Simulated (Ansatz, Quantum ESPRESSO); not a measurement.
# Moving the pressure in Au

The cell as given:

The structure is cubic, space group Fm-3m (No. 225). The conventional cell has a = 4.070 Å, b = 4.070 Å, c = 4.070 Å, α = 90.00°, β = 90.00°, γ = 90.00°. Au (site symmetry m-3m) is surrounded by 12 Au at 2.88 Å.

Kept alike: task relaxation of cell and atoms; functional PBEsol; k mesh 11 × 11 × 11; occupations fermi-dirac, width 0.05 eV; no spin polarisation. Program: Ansatz, Ansatz PAW, cutoff 420 eV. The mesh is that of the run's cell of 1 atom. No spin-orbit coupling.

```csv
"pressure, P (GPa)",volume (Å³/atom)
0,17.013
2,16.826
5,16.568
10,16.189
20,15.568
30,15.065
```

The relaxations keep at least the cell's symmetry (Fm-3m). For a metal such a mesh leaves the last digits unconverged. The runs follow the start's structure, whether or not it is the stable one at these pressures. P is the pressure aimed at, which the runs meet within some hundredths to tenths of a GPa. All rows use potentials made for PBE.

The volume falls from 17.013 to 15.065 Å³/atom between 0 and 30 GPa. The volume falls ever more slowly, since the solid stiffens under load. At the pressures aimed at, which the runs meet within some tenths of a GPa, the step from 0 to 5 GPa gives a mean bulk modulus near 189 GPa, the last step 305 GPa. A twin series (Quantum ESPRESSO, GBRV 1.5 PBEsol) moves it by -1.9251 between 0 and 30, against -1.9480 Å³/atom here.
